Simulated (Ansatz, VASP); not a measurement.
# Two plane-wave programs on BaTiO3

```
Ba Ti O
1.0
     3.99980    0.00000    0.00000
     0.00000    3.99980    0.00000
     0.00000    0.00000    4.01800
Ba Ti O
1 1 3
Direct
  0.00000 0.00000 0.00000
  0.50000 0.50000 0.49000
  0.00000 0.50000 0.51700
  0.50000 0.00000 0.51700
  0.50000 0.50000 0.01900
```

Alike in both runs: task relaxation of cell and atoms; functional revPBE; k mesh 7 × 7 × 7; occupations fermi-dirac, width 0.05 eV; no spin polarisation.

|  | VASP | Ansatz |
| --- | --- | --- |
| version | VASP 6.6.1 | Ansatz 0.2.0 |
| potentials or method | VASP PAW PBE potentials, release 64 (Ba_sv, Ti_sv, O) | Ansatz PAW |
| plane-wave cutoff (eV) | 600 | 420 |
| valence electrons in the cell | 40 | 40 |

```csv
,VASP,Ansatz,Ansatz less VASP
"gap on the k mesh at the Fermi level, each at its own relaxed structure (eV)",1.88,1.95,+0.067
relaxed volume (Å³/atom),14.00,13.86,-0.136
relaxed cell length with the largest relative difference (Å),4.370,4.353,-0.0176
energy change over the relaxation (meV/atom),-27,-21,+5.9
```

Caveats: spin-orbit coupling is left out, which moves the levels of the heavy elements; the PAW data sets were made with another functional, which shifts forces and pressure a little (VASP); an odd mesh through Γ misses points on the zone boundary, where band edges often lie (VASP); odd divisions of the mesh miss points on the zone boundary, where band edges often lie, so the gap on the mesh can be too wide (Ansatz); the plane-wave basis is chosen anew once the cell has moved, so the energies of steps on either side of that aren't comparable (Ansatz); the pressure holds a Pulay correction of +0.5 GPa for the finite cutoff (Ansatz); the PAW data sets come from PBE, with cores solved anew for the run's functional, which leaves a small shift of forces and pressure (Ansatz). Zero-point motion and thermal expansion aren't in these numbers.
